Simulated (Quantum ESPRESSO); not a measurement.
# PbSe: zone-centre phonons under several settings

```
Pb Se
1.0
     3.78432    0.00000    0.00000
     0.00000    3.78432    0.00000
     0.00000    0.00000    3.78432
Pb Se
1 1
Cartesian
  0.0000 0.0000 0.0000
  1.8922 1.8922 1.8922
```

Measurements of this composition are mostly on another form, of space group No. 225.

All runs used Quantum ESPRESSO 7.5; potentials GBRV 1.5 PBEsol; k mesh 7 × 7 × 7; no spin polarisation; cutoff 612 eV; occupations cold, width 0.2 eV.

```csv
level,geometry,volume (Å³/atom),pressure (GPa),lowest optical mode without the field (cm⁻¹)
PBEsol,relaxed at 0 GPa,?,0.0,?
PBEsol,relaxed at 10 GPa,22.32,10.0,60
PBEsol,relaxed at 25 GPa,19.69,24.9,122
PBEsol,relaxed at 50 GPa,17.29,50.0,178
PBEsol,relaxed at 80 GPa,15.69,80.0,214
```

Task: What stands in the row left open?

Result: Volume 25.27 Å³/atom; lowest optical mode without the field 48i cm⁻¹.

Values marked i are imaginary: the cell is unstable against those modes at that level, or the meshes are too thin.

Caveats: the mesh is thin for the phonons of a metal; the volume moved by over 15 % at a fixed basis, so the end points are rough (some runs); the cell is more than 3 GPa from zero pressure, which shifts response properties (some runs); some modes are imaginary (some runs).

For the row left open. Caveat: the mesh is thin for the phonons of a metal; some modes are imaginary.
